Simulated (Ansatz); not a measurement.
# HfGe2N4 monolayer in a perpendicular field

Wanted: the out-of-plane response of the HfGe2N4 monolayer. A positive field points along +c.

Method: plane-wave DFT, LDA, Ansatz PAW, in the first sound run; inputs show where later runs differ, in Ansatz 0.2.0.

**1. The structure**

The cell holds 7 atoms: 4 N, 2 Ge and 1 Hf. Cell: a = 3.020 Å, b = 3.020 Å, c = 46.447 Å, α = 90.0°, β = 90.0°, γ = 120.0°. Vacuum lies along c.

Coordinates:

```xyz
7
Lattice="3.0200 0.0000 0.0000 -1.5100 2.6154 0.0000 0.0000 0.0000 46.4470" Properties=species:S:1:pos:R:3
N     0.0000    0.0000   19.3500
Ge    0.0000    1.7436   19.9378
N     0.0000    1.7436   21.7778
Hf    0.0000    0.0000   23.2235
N     0.0000    1.7436   24.6692
Ge    0.0000    1.7436   26.5092
N     0.0000    0.0000   27.0970
```

**2. Relaxing the slab**

The starting cell is a guess, so the in-plane lattice and the atoms are relaxed first, with the slab cut off from its images along the normal.

Contents of input.yaml:

```yaml
crystal:
  lattice:
    - [3.02, 0.0, 0.0]
    - [-1.51, 2.6153967194, 0.0]
    - [0.0, 0.0, 46.4469581177]
  atoms:
    - { symbol: "N", position: [0.0, 0.0, 0.4166042467] }
    - { symbol: Ge, position: [0.3333333333, 0.6666666667, 0.4292587703] }
    - { symbol: "N", position: [0.3333333333, 0.6666666667, 0.4688738511] }
    - { symbol: Hf, position: [0.0, 0.0, 0.5] }
    - { symbol: "N", position: [0.3333333333, 0.6666666667, 0.5311261489] }
    - { symbol: Ge, position: [0.3333333333, 0.6666666667, 0.5707412297] }
    - { symbol: "N", position: [0.0, 0.0, 0.5833957533] }
  periodic: [true, true, false]
kpoints:
  mp_grid: { grid: [12, 12, 1] }
hamiltonian:
  xc: lda
scf:
  occupations: { method: fermi_dirac, width: 0.05 }
  convergence: { dr2_threshold: 1.0e-09 }
relax:
  f_tol: 0.004
  max_steps: 90
  cell: {}
output:
  write_potential: true
  write_density: true
  volumetric_format: npy
```

Run with:

```bash
> ansatz run input.yaml --threads 4 --pin off --max-ram 6144MiB --backend cpu --events-out ev --progress --plain --runs-dir out
```

Numbers of over 12 decimals in the logs are rounded to 6 here.

What it wrote:

```text
Warning: relax.cell: scf.convergence.dr2_threshold = 1e-9 eV is looser than the 2.22254309702e-10 eV advised for a relaxation that steers and ends on the stress (1e-10 eV for each atom of the cell: 7, times the square of relax.cell.stress_2d_tol = 0.05 N/m over 17.7 Å (the atoms' height at the walk's start and 5 Å past either face), 2.817e-2 GPa, over a crystal's default 0.05). What an SCF threshold leaves in a stress goes as its square root, and in the free energy as the threshold itself, and one threshold admits the most on a small cell: [figures from the program's tests cut] Set scf.convergence.dr2_threshold to 2.22254309702e-10 eV or tighter. [rest of the remark cut]
Engine: ansatz 0.2.0, x86_64-unknown-linux-gnu
Pseudopotentials: kind: paw
Pseudopotential: N, paw, valence charge 5, recommended cutoff 420 eV (normal), N.paw.azcp
Pseudopotential: Ge, paw, valence charge 14, recommended cutoff 420 eV (normal), Ge.paw.azcp
Pseudopotential: Hf, paw, valence charge 26, recommended cutoff 420 eV (normal), Hf.paw.azcp
Functional definition: SPW92
  exchange = slater_x
  correlation = pw_c
Crystal: 7 atoms, lattice volume = 366.861 Å³
Basis set: ecut = 420 eV, 7031 PW (Γ)
Bands: 45, of which v1, the nominal top of the filled ones, is band 37 counted from 1 (36 counted from 0)
Symmetry: 12 space group operations
Space group: P-6m2 (ITA 187), of the structure as read, at distance tolerance 7.2e-5 Å
k-points: 19 of 144 (time reversal used)
Non-local potential: N, projectors of the file, l = 0: 2, l = 1: 2, l = 2: 1
Non-local potential: Ge, projectors of the file, l = 0: 2, l = 1: 2, l = 2: 3, l = 3: 1
Non-local potential: Hf, projectors of the file, l = 0: 3, l = 1: 2, l = 2: 2, l = 3: 3
PAW form: soft (Blöchl's): semilocal exchange-correlation on the pseudo side does not see the compensation charge
PAW frozen core: N, regenerated for the run's functional, and the local potential with it (the file was generated under x = pbe(κ = 0.804, μ = 0.219515), c = pbe(β = 0.066725))
PAW frozen core: Ge, regenerated for the run's functional, and the local potential with it (the file was generated under x = pbe(κ = 0.804, μ = 0.219515), c = pbe(β = 0.066725))
PAW frozen core: Hf, regenerated for the run's functional, and the local potential with it (the file was generated under x = pbe(κ = 0.804, μ = 0.219515), c = pbe(β = 0.066725))
PAW one-centre angular grid: N, 110 points (default); XC on 64 Gauss nodes
PAW one-centre angular grid: Ge, 590 points (default); XC on 64 Gauss nodes
PAW one-centre angular grid: Hf, 590 points (default); XC on 64 Gauss nodes
Initial density: superposition of atomic densities (neutral atoms: chi_scale 0, normalization atom), corrected by the library's trained network
Initial wavefunctions: pseudopotential atomic-orbital guess
Functional: x = slater, c = lda
SCF iter   1: F=—  HF=-25406.449157 eV  |F-HF|=—  |Δ(HF+E_count)|=         —  Δρ=5.95e-3  dr2=1.62e-1  ethr=1.77e-3  ⟨swp⟩=12.1  Hψ=5481  notcnv=0  defer=32
preconditioner: auto → Resta (q_TF=auto, 2.089 Å⁻¹)  ε∞=1.7  [insulator: Δε(μ)=0.594 eV  Ē_g=19.492 eV  σ=0.050 eV  W_gap=0.99  n_scr=30 (ndim 8)  ℏωp=16.5 eV  f_vac=0.765  D(μ)=0.01/eV (n_scr^D=0)  ε∞_Penn≈1.7  vacuum switching on, ρ_ref=2.8e-2 e/Å³]
SCF iter   2: F=—  HF=-25406.435802 eV  |F-HF|=—  |Δ(HF+E_count)|=   1.34e-2  Δρ=3.62e-3  dr2=1.38e-1  ethr=2.19e-4  ⟨swp⟩=4.8  Hψ=2153  notcnv=0  defer=46
SCF iter   3: F=—  HF=-25406.415746 eV  |F-HF|=—  |Δ(HF+E_count)|=   2.01e-2  Δρ=1.52e-3  dr2=7.82e-3  ethr=1.87e-4  ⟨swp⟩=4.1  Hψ=1337  notcnv=0  defer=46
SCF iter   4: F=—  HF=-25406.415911 eV  |F-HF|=—  |Δ(HF+E_count)|=   1.65e-4  Δρ=7.06e-4  dr2=1.56e-3  ethr=1.06e-5  ⟨swp⟩=3.3  Hψ=2028  notcnv=0  defer=46
SCF iter   5: F=—  HF=-25406.415798 eV  |F-HF|=—  |Δ(HF+E_count)|=   1.13e-4  Δρ=2.46e-4  dr2=1.53e-4  ethr=2.11e-6  ⟨swp⟩=3.5  Hψ=1913  notcnv=0  defer=46
SCF iter   6: F=—  HF=-25406.415819 eV  |F-HF|=—  |Δ(HF+E_count)|=   2.11e-5  Δρ=1.11e-4  dr2=5.01e-5  ethr=2.07e-7  ⟨swp⟩=3.4  Hψ=1823  notcnv=0  defer=46
SCF iter   7: F=—  HF=-25406.415806 eV  |F-HF|=—  |Δ(HF+E_count)|=   1.37e-5  Δρ=3.61e-5  dr2=3.08e-6  ethr=6.77e-8  ⟨swp⟩=3.5  Hψ=1641  notcnv=0  defer=46
SCF iter   8: F=—  HF=-25406.415876 eV  |F-HF|=—  |Δ(HF+E_count)|=   7.06e-5  Δρ=1.51e-5  dr2=4.24e-7  ethr=4.16e-9  ⟨swp⟩=3.4  Hψ=1953  notcnv=0  defer=46
SCF iter   9: F=—  HF=-25406.415876 eV  |F-HF|=—  |Δ(HF+E_count)|=   4.55e-7  Δρ=6.01e-6  dr2=7.94e-8  ethr=5.73e-10  ⟨swp⟩=3.1  Hψ=1943  notcnv=0  defer=46
SCF iter  10: F=—  HF=-25406.415876 eV  |F-HF|=—  |Δ(HF+E_count)|=   4.98e-8  Δρ=1.66e-6  dr2=5.94e-9  ethr=1.07e-10  ⟨swp⟩=3.3  Hψ=1965  notcnv=0  defer=46
SCF iter  11: F=—  HF=-25406.415876 eV  |F-HF|=—  |Δ(HF+E_count)|=   3.59e-9  Δρ=3.81e-7  dr2=1.33e-9  ethr=1.35e-12  ⟨swp⟩=13.7  Hψ=8031  notcnv=0
SCF iter  12: F=—  HF=-25406.415876 eV  |F-HF|=—  |Δ(HF+E_count)|=  5.68e-10  Δρ=4.88e-7  dr2=3.43e-9  ethr=1.35e-12  ⟨swp⟩=12.3  Hψ=6635  notcnv=0  recentre
SCF iter  13: F=-25406.415876 eV  HF=-25406.415876 eV  |F-HF|=5.28e-10  |Δ(HF+E_count)|=   1.00e-9  Δρ=1.04e-7  dr2=5.78e-11  ethr=1.35e-12  ⟨swp⟩=9.3  Hψ=6376  notcnv=0
SCF 1 converged in 13 iterations: F = -25406.415876 eV  dr2 = 5.78e-11
  greatest PAW one-centre occupation: 0.999 electrons in one spin orbital (limit 2), on the Ge atom at site 5 (counted from 0), in its partial waves of l = 2
relax step   1: F+E_penalty+E_count = -25406.41587567 eV  Δ(F+E_penalty+E_count) = +0.000e0 eV  max|allowed force component| = 4.072e0 eV/Å  Δτ_max = 0.0000 Å  P = +8.134 N/m  Ω = 366.861 Å³  fix = [c, alpha, beta]  reactions: c +0.000 N/m  (13 SCF iters, accepted)
Crystal: 7 atoms, lattice volume = 373.523 Å³
Basis set: ecut = 420 eV, 7247 PW (Γ)
Initial density: handed on by an earlier stage of this run
Initial wavefunctions: those handed on with the density
iter 1 solved again at ethr=1.63e-3 eV; its pass at ethr=3.10e-3 eV (dr2=1.20e0 eV) is discarded
SCF iter   1: F=—  HF=-25407.849048 eV  |F-HF|=—  |Δ(HF+E_count)|=         —  Δρ=1.69e-2  dr2=1.21e0  ethr=1.63e-3  ⟨swp⟩=2.9  Hψ=6039  notcnv=0
preconditioner: auto → Resta (q_TF=auto, 2.083 Å⁻¹)  ε∞=1.7  [insulator: Δε(μ)=1.421 eV  Ē_g=19.661 eV  σ=0.050 eV  W_gap=1.00  n_scr=30 (ndim 8)  ℏωp=16.3 eV  f_vac=0.775  D(μ)=0.00/eV (n_scr^D=0)  ε∞_Penn≈1.7  vacuum switching on, ρ_ref=2.8e-2 e/Å³]
SCF iter   2: F=—  HF=-25407.602942 eV  |F-HF|=—  |Δ(HF+E_count)|=   2.46e-1  Δρ=7.48e-3  dr2=4.04e-1  ethr=1.63e-3  ⟨swp⟩=5.3  Hψ=2565  notcnv=0  defer=38
[...]
SCF 3 converged in 10 iterations: F = -25407.628363 eV  dr2 = 1.25e-10
  greatest PAW one-centre occupation: 0.999 electrons in one spin orbital (limit 2), on the Ge atom at site 1 (counted from 0), in its partial waves of l = 2
relax step   3: F+E_penalty+E_count = -25407.62836276 eV  Δ(F+E_penalty+E_count) = -1.055e-1 eV  max|allowed force component| = 3.158e-1 eV/Å  Δτ_max = 0.1186 Å  P = -0.132 N/m  Ω = 384.853 Å³  energy of the carried Pulay correction = -1.558e-2 eV  fix = [c, alpha, beta]  reactions: c -0.000 N/m  (10 SCF iters, accepted)
[...]
relax step   4: F+E_penalty+E_count = -25407.63095065 eV  Δ(F+E_penalty+E_count) = -2.588e-3 eV  max|allowed force component| = 6.450e-2 eV/Å  Δτ_max = 0.0078 Å  P = -0.262 N/m  Ω = 384.688 Å³  energy of the carried Pulay correction = -1.544e-2 eV  fix = [c, alpha, beta]  reactions: c -0.000 N/m  (8 SCF iters, accepted)
[...]
relax step   5: F+E_penalty+E_count = -25407.63151424 eV  Δ(F+E_penalty+E_count) = -5.636e-4 eV  max|allowed force component| = 2.145e-3 eV/Å  Δτ_max = 0.0033 Å  P = +0.038 N/m  Ω = 384.307 Å³  energy of the carried Pulay correction = -1.512e-2 eV  fix = [c, alpha, beta]  reactions: c +0.000 N/m  (8 SCF iters, accepted)
[...]
relax step   6: F+E_penalty+E_count = -25407.65147204 eV  Δ(F+E_penalty+E_count) = -1.996e-2 eV  max|allowed force component| = 4.314e-3 eV/Å  Δτ_max = 0.0000 Å  P = +0.456 N/m  Ω = 384.307 Å³  fix = [c, alpha, beta]  reactions: c +0.000 N/m  stress off target by 4.56e-1 N/m on what of the cell is left free  SCF on the basis re-selected at this cell (its energy is not comparable with the rows above)  (7 SCF iters)
[...]
relax step   7: F+E_penalty+E_count = -25407.65114425 eV  Δ(F+E_penalty+E_count) = +3.278e-4 eV  max|allowed force component| = 5.731e-3 eV/Å  Δτ_max = 0.0016 Å  P = +0.046 N/m  Ω = 384.884 Å³  energy of the carried Pulay correction = -5.117e-4 eV  fix = [c, alpha, beta]  reactions: c +0.000 N/m  (7 SCF iters, accepted)
[...]
relax step   8: F+E_penalty+E_count = -25407.65110594 eV  Δ(F+E_penalty+E_count) = +3.831e-5 eV  max|allowed force component| = 1.395e-4 eV/Å  Δτ_max = 0.0003 Å  P = +0.000 N/m  Ω = 384.931 Å³  energy of the carried Pulay correction = -5.536e-4 eV  fix = [c, alpha, beta]  reactions: c +0.000 N/m  (6 SCF iters, accepted)
iter 1 solved again at ethr=1.42e-7 eV; its pass at ethr=3.10e-3 eV (dr2=1.05e-4 eV) is discarded
SCF iter   1: F=—  HF=-25407.649854 eV  |F-HF|=—  |Δ(HF+E_count)|=         —  Δρ=6.98e-5  dr2=4.31e-7  ethr=1.42e-7  ⟨swp⟩=6.9  Hψ=9880  notcnv=0
SCF iter   2: F=—  HF=-25407.650915 eV  |F-HF|=—  |Δ(HF+E_count)|=   1.06e-3  Δρ=3.50e-5  dr2=1.26e-7  ethr=5.82e-10  ⟨swp⟩=4.4  Hψ=2460  notcnv=0
SCF iter   3: F=—  HF=-25407.651461 eV  |F-HF|=—  |Δ(HF+E_count)|=   5.46e-4  Δρ=1.01e-5  dr2=4.17e-8  ethr=1.71e-10  ⟨swp⟩=4.0  Hψ=1939  notcnv=0
SCF iter   4: F=—  HF=-25407.651584 eV  |F-HF|=—  |Δ(HF+E_count)|=   1.23e-4  Δρ=8.98e-7  dr2=4.96e-9  ethr=5.64e-11  ⟨swp⟩=4.7  Hψ=2230  notcnv=0
SCF iter   5: F=—  HF=-25407.651588 eV  |F-HF|=—  |Δ(HF+E_count)|=   3.53e-6  Δρ=4.14e-7  dr2=1.23e-9  ethr=6.70e-12  ⟨swp⟩=4.3  Hψ=1878  notcnv=0
SCF iter   6: F=-25407.651589 eV  HF=-25407.651588 eV  |F-HF|=1.58e-7  |Δ(HF+E_count)|=   8.12e-7  Δρ=1.42e-7  dr2=1.10e-10  ethr=1.35e-12  ⟨swp⟩=21.3  Hψ=7797  notcnv=0
SCF 9 converged in 6 iterations: F = -25407.651589 eV  dr2 = 1.10e-10
relax step   9: F+E_penalty+E_count = -25407.65158860 eV  Δ(F+E_penalty+E_count) = -4.827e-4 eV  max|allowed force component| = 1.900e-4 eV/Å  Δτ_max = 0.0000 Å  P = +0.004 N/m  Ω = 384.931 Å³  fix = [c, alpha, beta]  reactions: c +0.000 N/m  stress off target by 3.67e-3 N/m on what of the cell is left free  SCF on the basis re-selected at this cell (its energy is not comparable with the rows above)  (6 SCF iters)
basis re-selected at this cell: Δ(F+E_penalty+E_count) = -4.827e-4 eV, ΔP = +0.004 N/m vs the last step (what re-selecting the basis moved, of the pressure what is left beyond the Pulay correction that the steps carried, after the strain that the cell walked since its last selection, with what the two solves' SCF thresholds leave and, on support functions, any second-order correction that the steps lacked; it is no m [...]
WARN: The output density's exchange-correlation potential varies sharply where the density is thin. Do not read a vacuum level from v_tot or v_xc, or from such a field of the output density. On a cell that repeats whose density bears no net charge and no dipole along the vacuum's axis use v_es (v_loc + v_h of the components); under efield.dipole_correction with no amplitude use v_es + v_field, which holds any externa [...]
SCF converged after 6 iterations
Free energy (F): -25407.651589 eV
Harris-Foulkes:  -25407.651588 eV  (|F-HF|=1.58e-7)
Internal energy: -25407.651589 eV  (E = F + TS)
E sigma→0 (E₀):  -25407.651589 eV
Fermi energy:    -6.105334 eV
--- Per-component energies (eV) ---
  E_band       = -1635.661382
  E_kinetic    = 1175.529118
  E_local      = -541123.464713  (includes V_loc(G=0)·N_el)
  E_nonlocal   = -189.363189
  E_hartree    = 269260.933192
  E_xc         = -686.226528
  E_vxc        = -701.794666  (∫ρ·V_xc dr)
  E_paw        = -11051.738969  (= ΣΔE_a)
  E_vpaw       = 681.561592  (= ΣTr[D̂ρ^β])
  E_aug_tail   = 0.000646  (compensation charges beyond the density's cutoff)
  E_ewald      = 257200.084783
  E_core_change = 6.594071  (= ΣΔE_core)
  E_smearing   = -0.000000  (= −TS)
  E_closure    = -0.000000  (closes the sum)
  Σ components = -25407.651589   (vs F -25407.651589, Δ=0.00e0)
--- Forces (eV/Å), atoms counted from 1 ---
  atom   1  N      0.00000000    -0.00000000    -0.00018453
  atom   2  Ge     0.00000000     0.00000000     0.00018996
  atom   3  N      0.00000000    -0.00000000    -0.00005351
  atom   4  Hf     0.00000000    -0.00000000    -0.00000000
  atom   5  N      0.00000000    -0.00000000     0.00005351
  atom   6  Ge     0.00000000     0.00000000    -0.00018996
  atom   7  N     -0.00000000    -0.00000000     0.00018453
  max |Σ_I F_I| component: 7.03e-16 eV/Å
--- 2D stress c σ (N/m, compression-positive) ---
        0.003670       0.000000       0.000000
        0.000000       0.003670       0.000000
        0.000000       0.000000       0.000000
  P = ½ c Tr σ = 0.0037 N/m
--- Band table (eV; the first three rows and the last of 19) ---
  k-point 0: bands = [... 33 lower, -8.6949, -7.5856, -7.5856, -7.3283, -5.1628, -4.0280, -2.6113, -1.5611, ... 4 higher]
  k-point 1: bands = [... 33 lower, -8.7076, -7.7662, -7.6970, -7.1251, -4.7078, -3.6873, -3.0114, -1.1906, ... 4 higher]
  k-point 2: bands = [... 33 lower, -8.5126, -8.0287, -7.9845, -7.1181, -4.3399, -3.3453, -3.0703, -0.8145, ... 4 higher]
  k-point 18: bands = [... 33 lower, -9.2375, -9.1169, -7.7172, -6.9739, -4.4743, -1.9806, -0.8705, -0.5719, ... 4 higher]
  the weakly bound empty levels are not read free of the cell's end (no_gap_told)
--- Relaxed structure (7 steps of the walk, 7 accepted, 2 SCFs on fresh bases) ---
  F+E_penalty+E_count = -25407.65158860 eV   max|allowed force component| = 1.900e-4 eV/Å   (the final SCF, on the basis selected at the relaxed cell)
  cell:  # Å, volume = 384.9313 Å³
    - [3.093482, 0, 0.0]
    - [-1.546741, 2.679034, 0.0]
    - [0.0, 0.0, 46.4469581177]
  atoms:
    - { symbol: N, position: [1.0573552618554987e-17, -5.135725556199063e-17, 0.422406] }
    - { symbol: Ge, position: [0.333333, 0.666667, 0.434265] }
    - { symbol: N, position: [0.333333, 0.666667, 0.474016] }
    - { symbol: Hf, position: [1.0573552618554987e-17, -5.135725556199063e-17, 0.5] }
    - { symbol: N, position: [0.333333, 0.666667, 0.525984] }
    - { symbol: Ge, position: [0.333333, 0.666667, 0.565735] }
    - { symbol: N, position: [1.0573552618554987e-17, -5.135725556199063e-17, 0.577594] }
```

Wall time 56 s (4 threads of Intel Xeon Platinum 8488C (Sapphire Rapids), shared host); peak memory 0.93 GiB; 3.6 min of CPU time.

Step by step:

| step | energy less that of the first step (eV) | largest force component (eV/Å) | volume (Å³) |
| --- | --- | --- | --- |
| 1 | 0.0000 | 4.0715 | 366.86 |
| 2 | -1.1070 | 0.3412 | 373.52 |
| 3 | -1.2125 | 0.3158 | 384.85 |
| 4 | -1.2151 | 0.0645 | 384.69 |
| 5 | -1.2156 | 0.0021 | 384.31 |
| 6* | -1.2356 | 0.0043 | 384.31 |
| 7 | -1.2353 | 0.0057 | 384.88 |
| 8 | -1.2352 | 0.0001 | 384.93 |
| 9* | -1.2357 | 0.0002 | 384.93 |

Relaxation steps marked * repeat the geometry before them on a plane-wave basis chosen anew for their cell, so energy and pressure can jump there.

The run keeps the 12 symmetry operations that it works with, so distortions that break them were not tested.

| cell as run | before | after | change |
| --- | --- | --- | --- |
| a (Å) | 3.020 | 3.093 | +2.4 % |
| b (Å) | 3.020 | 3.093 | +2.4 % |

The atoms that moved most (Å, along periodic axes as changes of fractional coordinates times the final cell, across vacuum about the mean position):

| atom | dx | dy | dz | length |
| --- | --- | --- | --- | --- |
| N1 | 0.000 | 0.000 | 0.269 | 0.269 |
| N7 | 0.000 | 0.000 | -0.269 | 0.269 |
| N3 | 0.000 | 0.000 | 0.239 | 0.239 |
| N5 | 0.000 | 0.000 | -0.239 | 0.239 |
| Ge2 | 0.000 | 0.000 | 0.233 | 0.233 |
| Ge6 | 0.000 | 0.000 | -0.233 | 0.233 |

Final coordinates:

```xyz
7
Lattice="3.0935 0.0000 0.0000 -1.5467 2.6790 0.0000 0.0000 0.0000 46.4470" Properties=species:S:1:pos:R:3
N     0.0000    0.0000   19.6195
Ge    0.0000    1.7860   20.1703
N     0.0000    1.7860   22.0166
Hf    0.0000    0.0000   23.2235
N     0.0000    1.7860   24.4303
Ge    0.0000    1.7860   26.2767
N     0.0000    0.0000   26.8275
```

The lattice constant a goes from 3.020 to 3.093 Å.

[end of part 1 of 4]

[Logs are printed without paths, hosts, clocks, repeated set-up lines and the standing remarks that a program may print on its own settings, such as how far it seeks lower states.]

[Hosts, paths, dates, database ids (printed as entryN), source tags and the programs' standing remarks are cut or masked in the printed files.]

[Maps of the electrostatic potential energy from Ansatz leave out the sawtooth potential of an applied field or a dipole correction, so their vacuum need not be flat; planar profiles and work functions include it.]
